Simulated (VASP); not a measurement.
Hf, 2 atoms in the cell. It takes space group P6_3/mmc (No. 194, hexagonal). Conventional cell: a = 3.192 Å, b = 3.192 Å, c = 5.045 Å, α = 90.00°, β = 90.00°, γ = 120.00°. Hf (site symmetry -6m2) is surrounded by 12 Hf at 3.12 to 3.19 Å. 

| Item | Value |
| --- | --- |
| Program | VASP 6.6.1 |
| Task | relaxation of cell and atoms |
| Functional | RPBE |
| Potentials or basis | VASP PAW PBE potentials, release 64 (Hf_pv) |
| Cutoff | 600 eV |
| k mesh | 15 × 15 × 8 |
| Occupations | gaussian, width 0.1 eV |
| Spin | no spin polarisation |
| Further INCAR settings | ALGO = Normal; EDIFF = 1e-07; IBRION = 2; EDIFFG = -0.005; NSW = 90; ISIF = 3 |

Potentials or basis: VASP PAW PBE potentials, release 64 (Hf_pv).

The run is started by

```bash
$ cat potpaw_PBE.64/Hf_pv/POTCAR > POTCAR
$ mpirun -np 1 vasp_std > vasp.out
```

Hardware: 1 thread of Intel(R) Xeon(R) 6975P-C (Granite Rapids), on a shared host.

Task: How long does it take, and how much memory?

Result: Run time: 3 min on 1 thread of Intel(R) Xeon(R) 6975P-C (Granite Rapids), on a shared host, peak memory 0.25 GiB. Counts: scf iterations 55, k points 135, ion steps 8.
